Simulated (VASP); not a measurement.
# Sb (P1) in VASP: a series of runs

Runs on Sb. Level: LDA. Tasks: single point.

Program: VASP 6.6.1. These are calculated values, not measurements. Logs are shortened: lines on timing, memory, paths and dates and some standing lists are left out, and cuts for length are marked.

## Step 1: The structure

The typed cell holds 4 atoms: a = 6.320 Å, b = 6.320 Å, c = 3.160 Å, α = 90.00°, β = 90.00°, γ = 90.00°.

This isn't the form of Sb at room conditions, which is rhombohedral.

## Step 2: Single point, LDA

Contents of INCAR:

```
PREC = Accurate ; ENCUT = 520
EDIFF = 1E-6 ; ISMEAR = -1
SIGMA = 0.08 ; LREAL = F
LASPH = T ; NELM = 100
ALGO = Normal ; ISIF = 2
LWAVE = F ; LCHARG = F
NBANDS = 18
```

Contents of KPOINTS:

```
regular mesh
0
Gamma
  3 3 6
```

Contents of POSCAR:

```
Sb
1.0
    6.3200000000      0.0000000000      0.0000000000
    0.0000000000      6.3200000000      0.0000000000
    0.0000000000      0.0000000000      3.1600000000
Sb
4
Direct
   -0.0007022152     -0.0040153481      0.0046452532
   -0.0030056962      0.5006735759      0.0029835443
    0.5045360759      0.0004420886     -0.0072139241
    0.4991718354      0.5028998418     -0.0004148734
```

Potentials or basis: VASP PAW LDA potentials, release 64 (Sb).

Started as:

```console
cat potpaw_LDA.64/Sb/POTCAR > POTCAR
mpirun -np 1 vasp_std > vasp.out
```

OUTCAR:

```text
PREC = Accurate
   ENCUT = 520
   EDIFF = 1E-6
   ISMEAR = -1
   LREAL = F
   LASPH = T
   NELM = 100
   ISIF = 2

 ion  position               nearest neighbor table
   1  0.999  0.996  0.005-   3 3.13   2 3.13   2 3.19   3 3.19
   2  0.997  0.501  0.003-   1 3.13   4 3.15   4 3.17   1 3.19
   3  0.505  0.000  0.993-   1 3.13   4 3.14   4 3.18   1 3.19
   4  0.499  0.503  1.000-   3 3.14   2 3.15   2 3.17   3 3.18

  LATTYP: Found a simple tetragonal cell.
 ALAT       =     6.3200000000
 C/A-ratio  =     0.5000000000

  Lattice vectors:

 A1 = (   6.3200000000,   0.0000000000,   0.0000000000)
 A2 = (   0.0000000000,   6.3200000000,   0.0000000000)
 A3 = (   0.0000000000,   0.0000000000,   3.1600000000)

Analysis of symmetry for initial positions (statically):
=====================================================================
 Subroutine PRICEL returns:
 Original cell was already a primitive cell.

 Routine SETGRP: Setting up the symmetry group for a
 simple tetragonal supercell.

 Subroutine GETGRP returns: Found  1 space group operations
 (whereof  1 operations were pure point group operations)
 out of a pool of 16 trial point group operations.

The static configuration has the point symmetry C_1 .

Analysis of symmetry for dynamics (positions and initial velocities):
=====================================================================
 Subroutine PRICEL returns:
 Original cell was already a primitive cell.

 Routine SETGRP: Setting up the symmetry group for a
 simple tetragonal supercell.

 Subroutine GETGRP returns: Found  1 space group operations
 (whereof  1 operations were pure point group operations)
 out of a pool of 16 trial point group operations.

The dynamic configuration has the point symmetry C_1 .

 Subroutine INISYM returns: Found  1 space group operations
 (whereof  1 operations are pure point group operations),
 and found     1 'primitive' translations

----------------------------------------------------------------------------------------

                                     Primitive cell

  volume of cell :     126.2180

  direct lattice vectors                    reciprocal lattice vectors
     6.320000000  0.000000000  0.000000000     0.158227848  0.000000000  0.000000000
     0.000000000  6.320000000  0.000000000     0.000000000  0.158227848  0.000000000
     0.000000000  0.000000000  3.160000000     0.000000000  0.000000000  0.316455696

  length of vectors
     6.320000000  6.320000000  3.160000000     0.158227848  0.158227848  0.316455696

  position of ions in fractional coordinates (direct lattice)
     0.999297785  0.995984652  0.004645253
     0.996994304  0.500673576  0.002983544
     0.504536076  0.000442089  0.992786076
     0.499171835  0.502899842  0.999585127

  ion indices of the primitive-cell ions
   primitive index   ion index
                 1           1
                 2           2
                 3           3
                 4           4

----------------------------------------------------------------------------------------

 KPOINTS: regular mesh

Automatic generation of k-mesh.
 Grid dimensions read from file:
 generate k-points for:    3    3    6

 Generating k-lattice:

  Cartesian coordinates                     Fractional coordinates (reciprocal lattice)
     0.052742616  0.000000000  0.000000000     0.333333333  0.000000000  0.000000000
     0.000000000  0.052742616  0.000000000     0.000000000  0.333333333  0.000000000
     0.000000000  0.000000000  0.052742616     0.000000000  0.000000000  0.166666667

  Length of vectors
     0.052742616  0.052742616  0.052742616

  Shift w.r.t. Gamma in fractional coordinates (k-lattice)
     0.000000000  0.000000000  0.000000000

 Subroutine IBZKPT returns following result:
 ===========================================

 Found     28 irreducible k-points:

 Following reciprocal coordinates:
            Coordinates               Weight
  0.000000  0.000000  0.000000      1.000000
  0.333333  0.000000  0.000000      2.000000
  0.000000  0.333333  0.000000      2.000000
  0.333333  0.333333  0.000000      2.000000
 -0.333333  0.333333  0.000000      2.000000
  0.000000  0.000000  0.166667      2.000000
[... 16 lines left out ...]
  0.333333 -0.333333  0.333333      2.000000
  0.000000  0.000000  0.500000      1.000000
 [... further k-points ...]
   k-points           NKPTS =     28   k-points in BZ     NKDIM =     28   number of bands    NBANDS=     18
   number of dos      NEDOS =    301   number of ions     NIONS =      4
   total plane-waves  NPLWV =  55296
   dimension x,y,z NGX =    48 NGY =   48 NGZ =   24
   dimension x,y,z NGXF=    96 NGYF=   96 NGZF=   48
   ions per type =               4
   NGX,Y,Z   is equivalent  to a cutoff of  12.63, 12.63, 12.63 a.u.
   NGXF,Y,Z  is equivalent  to a cutoff of  25.25, 25.25, 25.25 a.u.
 SYSTEM =  unknown system
   PREC   = accura    normal or accurate (medium, high low for compatibility)
   ISTART =      0    job   : 0-new  1-cont  2-samecut
   ICHARG =      2    charge: 1-file 2-atom 10-const
   ISPIN  =      1    spin polarized calculation?
   LNONCOLLINEAR =      F non collinear calculations
   LSORBIT =      F    spin-orbit coupling
   LASPH  =      T    aspherical Exc in radial PAW
   ENCUT  =  520.0 eV  38.22 Ry    6.18 a.u.  11.75 11.75  5.88*2*pi/ulx,y,z
   NELM   =    100;   NELMIN=  2; NELMDL= -5     # of ELM steps
   EDIFF  = 0.1E-05   stopping-criterion for ELM
   LREAL  =      F    real-space projection
[... 7 lines left out ...]
   TEBEG  =    0.0;   TEEND  =   0.0 temperature during run
   PSTRESS=    0.0 pullay stress
   NELECT =      20.0000    total number of electrons
   NUPDOWN=      -1.0000    fix difference up-down
   EMIN   =  10.00;   EMAX   =-10.00  energy-range for DOS
   EFERMI =   0.00;   METHOD = LEGACY
   ISMEAR =    -1;   SIGMA  =   0.08  broadening in eV -4-tet -1-fermi 0-gaus
   EFERMI_NEDOS =   21; number of points for ismear=-14 and -15
   IALGO  =     38    algorithm
   IMIX   =      4    mixing-type and parameters
     AMIX     =   0.40;   BMIX     =  1.00
     AMIX_MAG =   1.60;   BMIX_MAG =  1.00
  volume/ion in A,a.u.               =      31.55       212.94
  Fermi-wavevector in a.u.,A,eV,Ry     =   0.885886  1.674081 10.677766  0.784794
  Thomas-Fermi vector in A             =   2.006979
   LORBIT       =      0    0 simple, 1 ext, 2 COOP (PROOUT), +10 PAW based schemes
   GGA     = CA    functional components
   LHFCALC =     F    Hartree Fock is set to
   AEXX    =    0.0000 exact exchange contribution
   IVDW    =     0    specifies the selected vdW correction
   LEPSILON=     F    determine dielectric tensor
   LRPA    =     F    only Hartree local field effects (RPA)
 non-spin polarized calculation
  energy-cutoff  :      520.00
  volume of cell :      126.22
 maximum number of plane-waves:      3436
   NGX = 23   NGY = 23   NGZ = 11

 number of electron      20.0000001 magnetization

 Free energy of the ion-electron system (eV)
  ---------------------------------------------------
  ext. energy  EPLUGINS =         0.00000000
  ---------------------------------------------------
  free energy    TOTEN  =       -19.06838510 eV

  energy without entropy =      -19.01538070  energy(sigma->0) =      -19.04188290

 E-fermi :   6.5150     XC(G=0):  -9.5636

 val. band max:        6.4153073696   @ k =   0.3333   0.0000   0.3333
 cond. band min:       6.6068359262   @ k =   0.3333   0.0000   0.1667
 fundamental gap:      0.1915285565
 Fermi energy:         6.5150463486

 k-point     1 :       0.0000    0.0000    0.0000
  band No.  band energies     occupation
      1      -5.6766      2.00000
      2      -3.4683      2.00000
      3      -3.4680      2.00000
      4      -1.1553      2.00000
      5       1.1253      2.00000
      6       1.1261      2.00000
[... 10 lines left out ...]
     17      12.9921      0.00000
     18      13.1697      0.00000

 k-point     2 :       0.3333    0.0000    0.0000
  band No.  band energies     occupation
      1      -5.3045      2.00000
      2      -4.2882      2.00000
      3      -3.0903      2.00000
      4      -2.0401      2.00000
      5       1.4793      2.00000
      6       2.3888      2.00000
[... 10 lines left out ...]
     17      12.4326      0.00000
     18      13.2479      0.00000

 k-point     3 :       0.0000    0.3333    0.0000
  band No.  band energies     occupation
      1      -5.3044      2.00000
      2      -4.2884      2.00000
      3      -3.0901      2.00000
      4      -2.0402      2.00000
      5       1.4794      2.00000
      6       2.3886      2.00000
[... 10 lines left out ...]
     17      12.4312      0.00000
     18      13.2472      0.00000

 k-point     4 :       0.3333    0.3333    0.0000
  band No.  band energies     occupation
      1      -4.9322      2.00000
      2      -3.9181      2.00000
      3      -3.9095      2.00000
      4      -2.8840      2.00000
      5       3.1819      2.00000
      6       3.1905      2.00000
[... 10 lines left out ...]
     17      11.8547      0.00000
     18      14.0612      0.00000

 k-point     5 :      -0.3333    0.3333    0.0000
  band No.  band energies     occupation
      1      -4.9320      2.00000
      2      -3.9409      2.00000
      3      -3.8865      2.00000
      4      -2.8845      2.00000
      5       3.1613      2.00000
      6       3.2111      2.00000
[... 10 lines left out ...]
     17      11.8544      0.00000
     18      14.0612      0.00000

 k-point     6 :       0.0000    0.0000    0.1667
  band No.  band energies     occupation
      1      -5.3033      2.00000
      2      -3.0893      2.00000
      3      -3.0890      2.00000
      4      -0.7658      2.00000
      5       1.4804      2.00000
      6       1.4812      2.00000
[... 10 lines left out ...]
     17      11.5663      0.00000
     18      13.2468      0.00000

 k-point     7 :       0.3333    0.0000    0.1667
  band No.  band energies     occupation
      1      -4.9309      2.00000
      2      -3.9127      2.00000
      3      -2.7107      2.00000
      4      -1.6574      2.00000
      5       1.8332      2.00000
      6       2.7379      2.00000
[... 10 lines left out ...]
     17      10.9888      0.00000
     18      13.2189      0.00000

 k-point     8 :       0.0000    0.3333    0.1667
  band No.  band energies     occupation
      1      -4.9308      2.00000
      2      -3.9129      2.00000
      3      -2.7105      2.00000
      4      -1.6575      2.00000
      5       1.8333      2.00000
      6       2.7378      2.00000
[... 10 lines left out ...]
     17      10.9871      0.00000
     18      13.2181      0.00000
[... 229 lines left out ...]
     17      11.1098      0.00000
     18      11.5261      0.00000

 k-point    20 :       0.3333    0.3333    0.3333
  band No.  band energies     occupation
      1      -3.5425      2.00000
      2      -2.5153      2.00000
      3      -2.5064      2.00000
      4      -1.4655      2.00000
      5       3.5412      2.00000
      6       4.3138      2.00000
[... 10 lines left out ...]
     17      11.8891      0.00000
     18      11.8959      0.00000

 k-point    21 :      -0.3333    0.3333    0.3333
  band No.  band energies     occupation
      1      -3.5423      2.00000
      2      -2.5390      2.00000
      3      -2.4825      2.00000
      4      -1.4659      2.00000
      5       3.5401      2.00000
      6       4.3139      2.00000
[... 10 lines left out ...]
     17      11.8740      0.00000
     18      11.9105      0.00000

 k-point    22 :      -0.3333   -0.3333    0.3333
  band No.  band energies     occupation
      1      -3.5425      2.00000
      2      -2.5153      2.00000
      3      -2.5064      2.00000
      4      -1.4654      2.00000
      5       3.5403      2.00000
      6       4.3141      2.00000
[... 10 lines left out ...]
     17      11.8901      0.00000
     18      11.8960      0.00000

 k-point    23 :       0.3333   -0.3333    0.3333
  band No.  band energies     occupation
      1      -3.5422      2.00000
      2      -2.5390      2.00000
      3      -2.4825      2.00000
      4      -1.4660      2.00000
      5       3.5418      2.00000
      6       4.3112      2.00000
[... 10 lines left out ...]
     17      11.8749      0.00000
     18      11.9113      0.00000

 k-point    24 :       0.0000    0.0000    0.5000
  band No.  band energies     occupation
      1      -3.4700      2.00000
      2      -1.1570      2.00000
      3      -1.1568      2.00000
      4       1.1216      2.00000
      5       1.3730      2.00000
      6       3.0343      2.00000
[... 10 lines left out ...]
     17      11.2255      0.00000
     18      11.2527      0.00000

 [... further k-points ...]

------------------------ aborting loop because EDIFF is reached ----------------------------------------

  FORCE on cell =-STRESS in cart. coord.  units (eV):
  Direction    XX          YY          ZZ          XY          YZ          ZX
  --------------------------------------------------------------------------------------
  -------------------------------------------------------------------------------------
  Total       -3.8342279     -3.8367172     -3.8493970      0.0009114      0.0012388     -0.0042343
  in kB      -48.6706636    -48.7022619    -48.8632163      0.0115689      0.0157247     -0.0537490
  external PRESSURE =     -48.7453806 kB  Pullay stress =       0.0000000 kB

 VOLUME and BASIS-vectors are now :
 -----------------------------------------------------------------------------
  energy-cutoff  :      520.00
  volume of cell :      126.22
      direct lattice vectors                 reciprocal lattice vectors
     6.320000000  0.000000000  0.000000000     0.158227848  0.000000000  0.000000000
     0.000000000  6.320000000  0.000000000     0.000000000  0.158227848  0.000000000
     0.000000000  0.000000000  3.160000000     0.000000000  0.000000000  0.316455696

 POSITION                                       TOTAL-FORCE (eV/Angst)
 -----------------------------------------------------------------------------------
      6.31556      6.29462      0.01468         0.022182      0.042306     -0.019303
      6.30100      3.16426      0.00943         0.044309     -0.022315     -0.003583
      3.18867      0.00279      3.13720        -0.045123      0.021719      0.027021
      3.15477      3.17833      3.15869        -0.021368     -0.041710     -0.004135
 -----------------------------------------------------------------------------------
    total drift:                                0.000035     -0.000031     -0.000018

  FREE ENERGIE OF THE ION-ELECTRON SYSTEM (eV)
  ---------------------------------------------------
  free  energy   TOTEN  =       -19.0683851006 eV

  energy  without entropy=      -19.0153807005  energy(sigma->0) =      -19.04188290
```

Wall time 40 s (1 thread of Intel Xeon Platinum 8375C at 2.90GHz (Ice Lake), shared host); peak memory 0.2 GiB.

What came out:

| Item | Value |
| --- | --- |
| Free energy | -19.0684 eV |
| Pressure | -4.9 GPa |
| Largest force | 0.057 eV/Å |
| Band gap on the k mesh | none (metal or under the smearing width) |

Forces on the atoms (eV/Å):
```
Sb   0.022  0.042 -0.019
Sb   0.044 -0.022 -0.004
Sb  -0.045  0.022  0.027
Sb  -0.021 -0.042 -0.004
```

Spin-orbit coupling is left out, which matters for the levels of Sb.

## Step 3: Single point, LDA

Contents of INCAR:

```
ALGO     = Normal         # electronic algorithm
EDIFF    = 1E-6           # SCF threshold, eV
ENCUT    = 520            # plane-wave cutoff, eV
ISIF     = 2              # what is computed and relaxed
ISMEAR   = -1             # smearing method
LASPH    = T              # aspherical terms in the spheres
LCHARG   = T              # write CHGCAR
LELF     = T              # ELF
LREAL    = F              # projectors in reciprocal space
LVHAR    = T            
LWAVE    = F              # write WAVECAR
NBANDS   = 18             # bands
NELM     = 100            # most SCF steps
PREC     = Accurate       # precision mode
SIGMA    = 0.08           # smearing width, eV
```

Contents of KPOINTS:

```
k-points
0
Gamma
  3 3 6
```

Contents of POSCAR:

```
Sb
1.0
    6.3200000000      0.0000000000      0.0000000000
    0.0000000000      6.3200000000      0.0000000000
    0.0000000000      0.0000000000      3.1600000000
Sb
4
Direct
   -0.0013832278     -0.0079837025      0.0092420886
   -0.0059588608      0.5013251582      0.0059579114
    0.5090221519      0.0009077532     -0.0143594937
    0.4983199367      0.5057507911     -0.0008405063
```

Potentials or basis: VASP PAW LDA potentials, release 64 (Sb).

Started as:

```console
cat potpaw_LDA.64/Sb/POTCAR > POTCAR
mpirun -np 1 vasp_std > vasp.out
```

Wall time 41 s (1 thread of Intel Xeon Platinum 8375C at 2.90GHz (Ice Lake), shared host); peak memory 0.2 GiB.

The run converged. Its results:

```yaml
Free_energy: -19.0611 eV
Pressure: -4.8 GPa
Largest_force: 0.114 eV/Å
Band_gap_on_the_k_mesh: none (metal or under the smearing width)
```

Forces on the atoms (eV/Å):
```
Sb   0.046  0.085 -0.038
Sb   0.087 -0.046 -0.007
Sb  -0.091  0.043  0.053
Sb  -0.042 -0.082 -0.008
```

Levels at points of the mesh, in eV from the Fermi level:
| k point | band 7 | band 8 | band 9 | band 10 | band 11 | band 12 | band 13 | band 14 |
| --- | --- | --- | --- | --- | --- | --- | --- | --- |
| (0.00, 0.00, 0.00) | -3.48 | -3.47 | 2.16 | 2.88 | 2.89 | 2.90 | 4.68 | 4.68 |
| (0.00, 0.00, 0.50) | -3.48 | -3.47 | -3.47 | -1.71 | -1.70 | -1.70 | 2.17 | 2.18 |

Spin-orbit coupling is left out, which matters for the levels of Sb.

[end of part 1 of 2]
